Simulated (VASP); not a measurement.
# AlGaN2 (P-4m2) in VASP: notebook, part 2 of 2

VASP 6.6.1.

### Step 4. G0W0 quasiparticle levels, LDA

Input file POSCAR:

```
AlGaN2
1.0
    3.1408770487      0.0000000000      0.0000000000
    0.0000000000      3.1408770487      0.0000000000
    0.0000000000      0.0000000000      4.4238379400
Ga Al N
1 1 2
Direct
    0.0000000000      0.0000000000      0.0000000000
    0.5000000000      0.5000000000      0.5000000000
    0.0000000000      0.5000000000      0.2617351900
    0.5000000000      0.0000000000      0.7382648100
```

Input file INCAR.step1:

```
SYSTEM = AlGaN2
  ALGO = Fast
  EDIFF = 1E-8
  ENCUT = 500
  ISMEAR = 0
  KPAR = 4
  LASPH = .True.
  LCHARG = .False.
  LREAL = .False.
  LWAVE = .True.
  NELM = 100
  PREC = Accurate
  SIGMA = 0.01
```

Input file INCAR.step2:

```
SYSTEM = AlGaN2
  ALGO = Exact
  EDIFF = 1E-8
  ENCUT = 500
  ISMEAR = 0
  ISTART = 1
  KPAR = 4
  LASPH = .True.
  LCHARG = .False.
  LOPTICS = .True.
  LREAL = .False.
  LWAVE = .True.
  NBANDS = 293
  NELM = 1
  PREC = Accurate
  SIGMA = 0.01
```

Input file INCAR.step3:

```
SYSTEM = AlGaN2
  ALGO = EVGW0
  EDIFF = 1E-8
  ENCUT = 500
  ENCUTGW = 200
  ISMEAR = 0
  ISTART = 1
  KPAR = 4
  LASPH = .True.
  LCHARG = .False.
  LREAL = .False.
  LWAVE = .False.
  NBANDS = 293
  NBANDSGW = 21
  NELMGW = 1
  NOMEGA = 50
  PREC = Accurate
  PRECFOCK = Fast
  SIGMA = 0.01
```

Input file KPOINTS:

```
k-points
0
Gamma
  4 4 4
  0 0 0
```

Potentials or basis: VASP PAW LDA potentials, release 64 (Ga_d_GW, Al_GW, N_GW).

Launch:

```bash
cat potpaw_LDA.64/Ga_d_GW/POTCAR potpaw_LDA.64/Al_GW/POTCAR potpaw_LDA.64/N_GW/POTCAR > POTCAR
cp INCAR.step1 INCAR
mpirun -np 4 vasp_std > vasp.out
cp INCAR.step2 INCAR
mpirun -np 4 vasp_std > vasp.out
cp INCAR.step3 INCAR
mpirun -np 4 vasp_std > vasp.out
```

OUTCAR:

```text
SYSTEM = AlGaN2
   EDIFF = 1E-8
   ENCUT = 500
   ENCUTGW = 200
   ISMEAR = 0
   ISTART = 1
   LASPH = .True.
   LREAL = .False.
   NELMGW = 1
   PREC = Accurate
   PRECFOCK = Fast

 ion  position               nearest neighbor table
   1  0.000  0.000  0.000-   3 1.95   4 1.95   3 1.95   4 1.95
   2  0.500  0.500  0.500-   3 1.89   4 1.89   4 1.89   3 1.89
   3  0.000  0.500  0.262-   2 1.89   2 1.89   1 1.95   1 1.95
   4  0.500  0.000  0.738-   2 1.89   2 1.89   1 1.95   1 1.95

  LATTYP: Found a simple tetragonal cell.
 ALAT       =     3.1408770487
 C/A-ratio  =     1.4084721788

  Lattice vectors:

 A1 = (   3.1408770487,   0.0000000000,   0.0000000000)
 A2 = (   0.0000000000,   3.1408770487,   0.0000000000)
 A3 = (   0.0000000000,   0.0000000000,   4.4238379400)

Analysis of symmetry for initial positions (statically):
=====================================================================
 Subroutine PRICEL returns:
 Original cell was already a primitive cell.

 Routine SETGRP: Setting up the symmetry group for a
 simple tetragonal supercell.

 Subroutine GETGRP returns: Found  8 space group operations
 (whereof  8 operations were pure point group operations)
[... 133 lines left out ...]
     AMIX_MAG =   1.60;   BMIX_MAG =  1.00
  volume/ion in A,a.u.               =      10.91        73.63
  Fermi-wavevector in a.u.,A,eV,Ry     =   1.377523  2.603141 25.818009  1.897570
  Thomas-Fermi vector in A             =   2.502669
   LORBIT       =      0    0 simple, 1 ext, 2 COOP (PROOUT), +10 PAW based schemes
   GGA     = CA    functional components
   LHFCALC =     T    Hartree Fock is set to
   PRECFOCK=fast      Normal, Fast or Accurate (Low or Medium for compatibility)
   ENCUT4O =  -1.0   cutoff for four orbital integrals eV
   NKREDX  =     1    reduce k-point grid by
   NKREDY  =     1    reduce k-point grid by
   NKREDZ  =     1    reduce k-point grid by
   AEXX    =    1.0000 exact exchange contribution
   HFSCREEN=    0.0000 screening length (either q_TF or 0.3 A-1)
   HFSCREENC=   0.0000 screening length for correlation (either q_TF or 0.3 A-1)
   ENCUTFOCK=  -1.0 apply spherical cutoff to Coloumb kernel
   IVDW    =     0    specifies the selected vdW correction
   LEPSILON=     F    determine dielectric tensor
   LRPA    =     F    only Hartree local field effects (RPA)
   LRPAFORCE           =     F    calculate RPA forces
   ENCUTGW             = 200.0    cutoff for response function in eV
   ENCUTGWSOFT         = 160.0    soft cutoff for Coulomb kernel in GW response function in eV
   ENCUTLF             =  -1.0    cutoff for local field effects
   NELMGW              =     1    number of iterations in solving QP/BSE equation
   NELMHF              =     1    number of iterations in the inner HF iteration
   NKREDLFX            =     1    NKREDLFY  =   1   NKREDLFZ  =   1
 non-spin polarized calculation
 Gauss-broadening in eV      SIGMA  =   0.01
  energy-cutoff  :      500.00
  volume of cell :       43.64
 maximum number of plane-waves:      1136
 NGX is ok and might be reduce to    24
  NGX = 14; NGY = 14; NGZ = 20
   NGX = 11   NGY = 11   NGZ = 17
 maximum number of plane-waves:       300

 QP shifts <psi_nk| G(iteration)W_0 |psi_nk>: iteration 1
 for sc-GW calculations column KS-energies equals QP-energies in previous step
 and V_xc(KS)=  KS-energies - (<T + V_ion + V_H > + <T+V_H+V_ion>^1  + <V_x>^1)

 k-point   1 :       0.0000    0.0000    0.0000
  band No.  KS-energies  QP-energies   sigma(KS)   V_xc(KS)     V^pw_x(r,r')   Z            occupation Imag(sigma)

      1     -10.4802     -11.8042     -16.6735     -14.7451     -24.4537       0.6866       2.0000       1.1135
      2      -9.2008     -11.4261     -22.8555     -19.7612     -31.7515       0.7192       2.0000       0.4582
      3      -8.2859     -10.9944     -25.5281     -21.8462     -35.0287       0.7356       2.0000       0.1923
      4      -8.2859     -10.9944     -25.5281     -21.8462     -35.0287       0.7356       2.0000       0.1923
      5      -8.2429     -10.9673     -25.4111     -21.7017     -34.7883       0.7345       2.0000       0.1560
      6      -8.0874     -10.8717     -25.7779     -22.0212     -35.2375       0.7412       2.0000       0.1429
[... 438 lines left out ...]
     20      16.2914      17.2783     -11.0125     -12.2786      -5.6489       0.7794       0.0000      -0.1435
     21      16.4092      17.8034     -12.3284     -14.1537      -6.7183       0.7638       0.0000      -0.1460
```

Run time: 4.9 min. Hardware: 4 MPI ranks of Intel Xeon Platinum 8488C (Sapphire Rapids), shared host; peak memory 0.7 GiB.

What came out:

```
Band gap on the k mesh, mean-field level : 2.86 eV, direct
Quasiparticle gap                        : 4.28 eV
Least direct quasiparticle gap           : 4.28 eV
```

Caveat: the k mesh is coarse (spacing up to 0.50 Å⁻¹), so the values aren't converged; bands, screening cutoff and mesh are small and nothing is extrapolated, so the quasiparticle values aren't converged. A k mesh can miss the band edges.
